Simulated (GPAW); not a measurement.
# ZnS (F-43m) in GPAW: settings compared

Aim: see how the results for ZnS move with the level of theory and the settings. Levels: optB88-vdW, PBE, revTPSS. Tasks: band structure, equation of state.

Everything below comes from runs of GPAW 26.7.0. Logs are shortened: lines on timing, memory, paths and dates and some standing lists are left out, and cuts for length are marked. The log counts tension as positive stress, the text compression.

**Experimental background.**

“Electronic, vibrational, and thermodynamic properties of ZnS (zincblende and rocksalt structure)”, 2009, arxiv:0911.5022 quotes, for a bulk crystal of ZnS at 19 K: band gap 3.85 eV (direct).

The results are compared with them further down.

## 1. The structure

The structure is cubic, space group F-43m (No. 216). The conventional cell has a = 5.404 Å, b = 5.404 Å, c = 5.404 Å, α = 90.00°, β = 90.00°, γ = 90.00°. Zn (site symmetry -43m) is surrounded by 4 S at 2.34 Å. Around S (site symmetry -43m) lie 4 Zn at 2.34 Å.

## 2. Band structure, optB88-vdW

Contents of run.py:

```python
from ase.dft.bandgap import bandgap
from ase.io import read, write
from gpaw import GPAW, PW

atoms = read('ZnS.cif')

calc = GPAW(mode=PW(600),
            xc={'name': 'optB88-vdW', 'backend': 'libvdwxc'},
            kpts={'size': (7, 7, 7), 'gamma': True},
            occupations={'name': 'fermi-dirac', 'width': 0.05},
            nbands=18,
            convergence={'density': 1e-05, 'energy': 1e-05},
            maxiter=150,
            legacy_gpaw=True,
            txt='gpaw.txt')
atoms.calc = calc
energy = atoms.get_potential_energy()
forces = atoms.get_forces()
calc.write('gs.gpw')
write('result.traj', atoms)
print(f'Energy: {energy:.6f} eV')
print('Forces (eV/A):')
print(forces.round(4))
print('Fermi level:', round(calc.get_fermi_level(), 4), 'eV')
print(f'Gap: {bandgap(calc)[0]:.4f} eV, direct: {bandgap(calc, direct=True)[0]:.4f} eV')

path = atoms.cell.bandpath('GXWKGLUWLK,UX', npoints=80, eps=1e-4)
bs_calc = calc.fixed_density(kpts=path, symmetry='off', nbands=28,
                             convergence={'bands': 'CBM+6.0', 'eigenstates': 1e-6}, txt='bands.txt')
bs = bs_calc.band_structure()
bs.write('bs.json')
print(f'Gap on the path: {bandgap(bs_calc)[0]:.4f} eV')
```

Contents of ZnS.cif:

```cif
data_ZnS
_cell_length_a 3.82120505
_cell_length_b 3.82120505
_cell_length_c 3.82120505
_cell_angle_alpha 60.00000000
_cell_angle_beta 60.00000000
_cell_angle_gamma 60.00000000
_space_group_name_H-M_alt 'P1'
_space_group_name_Hall 'P 1'
_space_group_IT_number 1
loop_
_space_group_symop_operation_xyz
'x,y,z'
loop_
_atom_site_label
_atom_site_type_symbol
_atom_site_symmetry_multiplicity
_atom_site_Wyckoff_symbol
_atom_site_fract_x
_atom_site_fract_y
_atom_site_fract_z
_atom_site_occupancy
Zn1 Zn 1 a 0.7500000000 0.7500000000 0.7500000000 1
S1 S 1 a 0.0000000000 0.0000000000 0.0000000000 1
```

Potentials or basis: GPAW PAW data sets (gpaw-data 1.2.1), pw.

On the command line:

```console
> OMP_NUM_THREADS=1 python run.py
```

gpaw.txt:

```text
___ ___ ___ _ _ _
 |   |   |_  | | | |
 | | | | | . | | | |
 |__ |  _|___|_____|  26.7.0
 |___|_|

Input parameters:
  convergence: {density: 1e-05,
                energy: 1e-05}
  kpts: {gamma: True,
         size: (7, 7, 7)}
  maxiter: 150
  mode: {ecut: 600.0,
         name: pw}
  nbands: 18
  occupations: {name: fermi-dirac,
                width: 0.05}
  xc: {backend: libvdwxc,
       name: optB88-vdW}

System changes: positions, numbers, cell, pbc, initial_charges, initial_magmoms

Initialize ...

species:
  Zn:
    name:    Zinc
    Z:       30.0
    valence: 12
    core:    18
    charge:  0.0  # [|e|]
    compensation charges:
      type: gauss
      rc: 0.37  # [Å]
      lmax: 2
    cutoffs:
      filter: 2.14  # [Å]
      core: 2.28  # [Å]
    projectors
    | kind |    occ | energy [eV] | rcut [Å] |
    |------|--------|-------------|----------|
    |   4s |  2.000 |      -5.977 |    1.286 |
    |   4p |  0.000 |      -1.117 |    1.270 |
    |   3d | 10.000 |     -10.142 |    1.180 |
    |    s |        |      21.234 |    1.286 |
    |    p |        |      26.095 |    1.270 |
    |    d |        |      17.070 |    1.180 |

    Using partial waves for Zn as LCAO basis

  S:
    name:    Sulfur
    Z:       16.0
    valence: 6
    core:    10
    charge:  0.0  # [|e|]
    compensation charges:
      type: gauss
      rc: 0.24  # [Å]
      lmax: 2
    cutoffs:
      filter: 1.77  # [Å]
      core: 1.66  # [Å]
    projectors
    | kind |    occ | energy [eV] | rcut [Å] |
    |------|--------|-------------|----------|
    |   3s |  2.000 |     -17.254 |    0.974 |
    |   3p |  4.000 |      -7.008 |    0.979 |
    |    s |        |       9.957 |    0.974 |
    |    p |        |      20.203 |    0.979 |
    |    d |        |       0.000 |    0.900 |

    Using partial waves for S as LCAO basis

Reference energy: -59718.946550  # eV

Spin-paired calculation

Convergence criteria:
 Maximum [total energy] change in last 3 cyles: 1e-05 eV / valence electron
 Maximum integral of absolute [dens]ity change: 1e-05 electrons / valence electron
 Maximum integral of absolute [eigenst]ate change: 4e-08 eV^2 / valence electron
 Maximum number of scf [iter]ations: 150
 (Square brackets indicate name in SCF output, whereas a 'c' in
 the SCF output indicates the quantity has converged.)

Symmetries present (total): 24

  ( 1  0  0)  ( 1  0  0)  ( 1  0 -1)  ( 1  0 -1)  ( 1 -1  0)  ( 1 -1  0)
  ( 0  1  0)  ( 0  0  1)  ( 0  1 -1)  ( 0  0 -1)  ( 0 -1  1)  ( 0 -1  0)
  ( 0  0  1)  ( 0  1  0)  ( 0  0 -1)  ( 0  1 -1)  ( 0 -1  0)  ( 0 -1  1)

  ( 0  1  0)  ( 0  1  0)  ( 0  1 -1)  ( 0  1 -1)  ( 0  0  1)  ( 0  0  1)
  ( 1  0  0)  ( 0  0  1)  ( 1  0 -1)  ( 0  0 -1)  ( 1  0  0)  ( 0  1  0)
  ( 0  0  1)  ( 1  0  0)  ( 0  0 -1)  ( 1  0 -1)  ( 0  1  0)  ( 1  0  0)

  ( 0  0 -1)  ( 0  0 -1)  ( 0 -1  1)  ( 0 -1  1)  ( 0 -1  0)  ( 0 -1  0)
  ( 1  0 -1)  ( 0  1 -1)  ( 1 -1  0)  ( 0 -1  0)  ( 1 -1  0)  ( 0 -1  1)
  ( 0  1 -1)  ( 1  0 -1)  ( 0 -1  0)  ( 1 -1  0)  ( 0 -1  1)  ( 1 -1  0)

  (-1  1  0)  (-1  1  0)  (-1  0  1)  (-1  0  1)  (-1  0  0)  (-1  0  0)
  (-1  0  1)  (-1  0  0)  (-1  1  0)  (-1  0  0)  (-1  1  0)  (-1  0  1)
  (-1  0  0)  (-1  0  1)  (-1  0  0)  (-1  1  0)  (-1  0  1)  (-1  1  0)

343 k-points: 7 x 7 x 7 Monkhorst-Pack grid
20 k-points in the irreducible part of the Brillouin zone
       k-points in crystal coordinates                weights
   0:     0.00000000    0.00000000    0.00000000          1/343
   1:     0.14285714    0.14285714    0.00000000          6/343
   2:     0.14285714    0.14285714    0.14285714          8/343
   3:     0.28571429    0.14285714    0.14285714         12/343
   4:     0.28571429    0.28571429    0.00000000          6/343
   5:     0.28571429    0.28571429    0.14285714         24/343
   6:     0.28571429    0.28571429    0.28571429          8/343
   7:     0.42857143   -0.28571429   -0.28571429         12/343
   8:     0.42857143    0.28571429   -0.42857143         48/343
   9:     0.42857143    0.28571429   -0.28571429         24/343
          ...
  19:     0.42857143    0.42857143    0.42857143          8/343

Wave functions: Plane wave expansion
  Cutoff energy: 600.000 eV
  Number of coefficients (min, max): 1308, 1363
  Pulay-stress correction: 0.000000 eV/Ang^3 (de/decut=0.000000)
  Using FFTW library
  ScaLapack parameters: grid=1x1, blocksize=None
  Wavefunction extrapolation:
    Improved wavefunction reuse through dual PAW basis

Occupation numbers: Fermi-Dirac:
  width: 0.0500  # eV

Eigensolver
   Davidson(niter=2)

Densities:
  Coarse grid: 24*24*24 grid
  Fine grid: 48*48*48 grid
  Total Charge: 0.000000

Density mixing:
  Method: separate
  Backend: msr1
  Linear mixing parameter: 0.05
  old densities: 10
  Width of damping distribution: 1.1
  Damping of long wavelength oscillations: 20

Hamiltonian:
  XC and Coulomb potentials evaluated on a 48*48*48 grid
  Using the optB88 Exchange-Correlation functional
  External potential:
    NoExternalPotential

XC parameters: optB88 with libvdwxc
  Mode: serial
  Semilocal: GGA_X_OPTB88_VDW+LDA_C_PW with 2 nearest neighbor stencil
  Corresponding non-local functional: vdW-DF
  Local blocksize: 48 x 48 x 48
  PAW datasets: PBE

Number of atoms: 2
Number of atomic orbitals: 13
Number of bands in calculation: 18
Number of valence electrons: 18
Bands to converge: occupied

... initialized

Initializing position-dependent things.

Density initialized from atomic densities
Creating initial wave functions:
  13 bands from LCAO basis set
  5 bands from random numbers

                       Zn

       S

Atomic positions and initial magnetic moments

Positions:
   0 Zn     5.731808    3.309261    2.340001    ( 0.0000,  0.0000,  0.0000)
   1 S      0.000000    0.000000    0.000000    ( 0.0000,  0.0000,  0.0000)

Unit cell:
           periodic     x           y           z      points  spacing
  1. axis:    yes    3.821205    0.000000    0.000000    24     0.1300
  2. axis:    yes    1.910603    3.309261    0.000000    24     0.1300
  3. axis:    yes    1.910603    1.103087    3.120001    24     0.1300

  Lengths:   3.821205   3.821205   3.821205
  Angles:   60.000000  60.000000  60.000000

Effective grid spacing dv^(1/3) = 0.1418

iter:   1   -37.649990
iter:   2   -37.584508   -1.09  -1.15
iter:   3   -37.297238   -1.43  -1.19
iter:   4   -37.300173   -2.94  -1.76
iter:   5   -37.300149   -3.69  -2.21
iter:   6   -37.300106c  -4.48  -3.29
iter:   7   -37.300111c  -5.80  -3.60
iter:   8   -37.300113c  -6.24  -3.79
iter:   9   -37.300113c  -7.23  -4.66
iter:  10   -37.300113c  -7.93c -5.02c

Converged after 10 iterations.

Dipole moment: (3.752211, 2.166340, 1.531834) |e|*Ang

Energy contributions relative to reference atoms: (reference = -59718.946550)

Kinetic:        +19.238219
Potential:      -16.683627
External:        +0.000000
XC:             -39.814176
Entropy (-ST):   -0.000000
Local:           -0.040529
SIC:             +0.000000
--------------------------
Free energy:    -37.300113
Extrapolated:   -37.300113

Non-local optB88 correlation energy: 1.170627
Semilocal GGA_X_OPTB88_VDW+LDA_C_PW energy: -101.876159
(Not including atomic contributions)
Showing only first 2 kpts
 Kpt  Band  Eigenvalues  Occupancy
  0     7      3.61451    2.00000
  0     8      3.61451    2.00000
  0     9      5.73418    0.00000
  0    10     10.05307    0.00000

  1     7      3.10771    2.00000
  1     8      3.10771    2.00000
  1     9      7.14344    0.00000
  1    10      9.17176    0.00000

Fermi level: 4.59684

Gap: 2.120 eV
Transition (v -> c):
  (s=0, k=0, n=8, [0.00, 0.00, 0.00]) -> (s=0, k=0, n=9, [0.00, 0.00, 0.00])
No difference between direct/indirect transitions

Forces in eV/Ang:
  0 Zn   -0.00000   -0.00000   -0.00000
  1 S    -0.00000   -0.00000   -0.00000

Writing to gs.gpw (mode='')
```

Wall time 70 s (1 thread of Arm Neoverse V1, shared host); peak memory 0.28 GiB.

What came out:

```
Free energy             : -37.3001 eV
Band gap on the k mesh  : 2.12 eV, direct
Band gap along the path : 2.12 eV, direct
```

Levels at the corners of the path, in eV from the valence-band top:
```tsv
point	band 5	band 6	band 7	band 8	band 9	band 10	band 11	band 12	band 13
Γ	-6.02	-6.02	0.00	0.00	0.00	2.12	6.44	6.44	6.44
X	-5.94	-5.79	-4.56	-2.18	-2.18	3.42	4.09	10.92	11.95
W	-6.05	-5.62	-4.53	-2.71	-2.70	5.69	6.04	7.89	8.21
K	-5.98	-5.67	-4.57	-3.08	-1.77	4.14	5.96	9.35	9.76
Γ	-6.02	-6.02	0.00	0.00	0.00	2.12	6.44	6.44	6.44
L	-5.99	-5.81	-5.23	-0.85	-0.85	3.33	6.94	6.94	8.84
U	-5.98	-5.67	-4.57	-3.08	-1.77	4.14	5.96	9.35	9.76
W	-6.05	-5.62	-4.53	-2.71	-2.70	5.69	6.04	7.89	8.21
L	-5.99	-5.81	-5.23	-0.85	-0.85	3.33	6.94	6.94	8.84
K	-5.98	-5.67	-4.57	-3.08	-1.77	4.14	5.96	9.35	9.76
U	-5.98	-5.67	-4.57	-3.08	-1.77	4.14	5.96	9.35	9.76
X	-5.94	-5.79	-4.56	-2.18	-2.18	3.42	4.09	10.92	11.95
```

Caveat: the PAW data sets were made with another functional, which shifts forces and pressure a little.

## 3. Band structure, PBE

Contents of run.py:

```python
import spglib
from ase import Atoms
from ase.dft.bandgap import bandgap
from ase.io import read, write
from gpaw import GPAW

atoms = read('ZnS.cif')
cell, positions, numbers = spglib.find_primitive(
    (atoms.cell[:], atoms.get_scaled_positions(), atoms.numbers), symprec=1e-4)
atoms = Atoms(numbers, cell=cell, scaled_positions=positions, pbc=True)

calc = GPAW(mode='lcao',
            h=0.16,
            basis='sz(dzp)',
            xc='PBE',
            kpts={'size': (7, 7, 7), 'gamma': True},
            occupations={'name': 'fermi-dirac', 'width': 0.05},
            convergence={'density': 1e-05, 'energy': 1e-05},
            maxiter=150,
            txt='gpaw.txt')
atoms.calc = calc
energy = atoms.get_potential_energy()
forces = atoms.get_forces()
calc.write('gs.gpw')
write('result.traj', atoms)
print(f'Energy: {energy:.6f} eV')
print('Forces (eV/A):')
print(forces.round(4))
print('Fermi level:', round(calc.get_fermi_level(), 4), 'eV')
print(f'Gap: {bandgap(calc)[0]:.4f} eV, direct: {bandgap(calc, direct=True)[0]:.4f} eV')

path = atoms.cell.bandpath('GXWKGLUWLK,UX', npoints=80, eps=1e-4)
bs_calc = calc.fixed_density(kpts=path, symmetry='off', txt='bands.txt')
bs = bs_calc.band_structure()
bs.write('bs.json')
print(f'Gap on the path: {bandgap(bs_calc)[0]:.4f} eV')
```

Contents of ZnS.cif:

```cif
data_ZnS
_cell_length_a 5.40400000
_cell_length_b 5.40400000
_cell_length_c 5.40400000
_cell_angle_alpha 90.00000000
_cell_angle_beta 90.00000000
_cell_angle_gamma 90.00000000
_space_group_name_H-M_alt 'F-43m'
_space_group_name_Hall 'F -4 2 3'
_space_group_IT_number 216
loop_
_space_group_symop_operation_xyz
'x,y,z'
'y,-x,-z'
'-x,-y,z'
'-y,x,-z'
'x,-y,-z'
'y,x,z'
'-x,y,-z'
'-y,-x,z'
'z,x,y'
'-z,y,-x'
'z,-x,-y'
'-z,-y,x'
'-z,x,-y'
'z,y,x'
'-z,-x,y'
'z,-y,-x'
'y,z,x'
'-x,-z,y'
'-y,z,-x'
'x,-z,-y'
'-y,-z,x'
'x,z,y'
'y,-z,-x'
'-x,z,-y'
'x,y+1/2,z+1/2'
'y,-x+1/2,-z+1/2'
'-x,-y+1/2,z+1/2'
'-y,x+1/2,-z+1/2'
'x,-y+1/2,-z+1/2'
'y,x+1/2,z+1/2'
'-x,y+1/2,-z+1/2'
'-y,-x+1/2,z+1/2'
'z,x+1/2,y+1/2'
'-z,y+1/2,-x+1/2'
'z,-x+1/2,-y+1/2'
'-z,-y+1/2,x+1/2'
'-z,x+1/2,-y+1/2'
'z,y+1/2,x+1/2'
'-z,-x+1/2,y+1/2'
'z,-y+1/2,-x+1/2'
'y,z+1/2,x+1/2'
'-x,-z+1/2,y+1/2'
'-y,z+1/2,-x+1/2'
'x,-z+1/2,-y+1/2'
'-y,-z+1/2,x+1/2'
'x,z+1/2,y+1/2'
'y,-z+1/2,-x+1/2'
'-x,z+1/2,-y+1/2'
'x+1/2,y,z+1/2'
'y+1/2,-x,-z+1/2'
'-x+1/2,-y,z+1/2'
'-y+1/2,x,-z+1/2'
'x+1/2,-y,-z+1/2'
'y+1/2,x,z+1/2'
'-x+1/2,y,-z+1/2'
'-y+1/2,-x,z+1/2'
'z+1/2,x,y+1/2'
'-z+1/2,y,-x+1/2'
'z+1/2,-x,-y+1/2'
'-z+1/2,-y,x+1/2'
'-z+1/2,x,-y+1/2'
'z+1/2,y,x+1/2'
'-z+1/2,-x,y+1/2'
'z+1/2,-y,-x+1/2'
'y+1/2,z,x+1/2'
'-x+1/2,-z,y+1/2'
'-y+1/2,z,-x+1/2'
'x+1/2,-z,-y+1/2'
'-y+1/2,-z,x+1/2'
'x+1/2,z,y+1/2'
'y+1/2,-z,-x+1/2'
'-x+1/2,z,-y+1/2'
'x+1/2,y+1/2,z'
'y+1/2,-x+1/2,-z'
'-x+1/2,-y+1/2,z'
'-y+1/2,x+1/2,-z'
'x+1/2,-y+1/2,-z'
'y+1/2,x+1/2,z'
'-x+1/2,y+1/2,-z'
'-y+1/2,-x+1/2,z'
'z+1/2,x+1/2,y'
'-z+1/2,y+1/2,-x'
'z+1/2,-x+1/2,-y'
'-z+1/2,-y+1/2,x'
'-z+1/2,x+1/2,-y'
'z+1/2,y+1/2,x'
'-z+1/2,-x+1/2,y'
'z+1/2,-y+1/2,-x'
'y+1/2,z+1/2,x'
'-x+1/2,-z+1/2,y'
'-y+1/2,z+1/2,-x'
'x+1/2,-z+1/2,-y'
'-y+1/2,-z+1/2,x'
'x+1/2,z+1/2,y'
'y+1/2,-z+1/2,-x'
'-x+1/2,z+1/2,-y'
loop_
_atom_site_label
_atom_site_type_symbol
_atom_site_symmetry_multiplicity
_atom_site_Wyckoff_symbol
_atom_site_fract_x
_atom_site_fract_y
_atom_site_fract_z
_atom_site_occupancy
Zn1 Zn 4 c 0.2500000000 0.2500000000 0.2500000000 1
S1 S 4 a 0.0000000000 0.0000000000 0.0000000000 1
```

Potentials or basis: GPAW PAW data sets (gpaw-data 1.2.1), lcao:sz(dzp).

On the command line:

```console
> OMP_NUM_THREADS=1 python run.py
```

Run time: 33 s. Hardware: 1 thread of Arm Neoverse V1, shared host; peak memory 0.18 GiB.

The run converged, but some of its settings lie outside the range that counts as converged, so its numbers aren't taken as properties of the crystal.

Results:

| Property | Result |
| --- | --- |
| Free energy | -5.4199 eV |
| Band gap on the k mesh | 1.99 eV, direct |
| Band gap along the path | 1.99 eV, direct |

Caveat: the real-space grid adds noise to forces; the basis of atomic orbitals isn't converged, which shifts pressures, moduli and gaps.

[end of part 1 of 2]
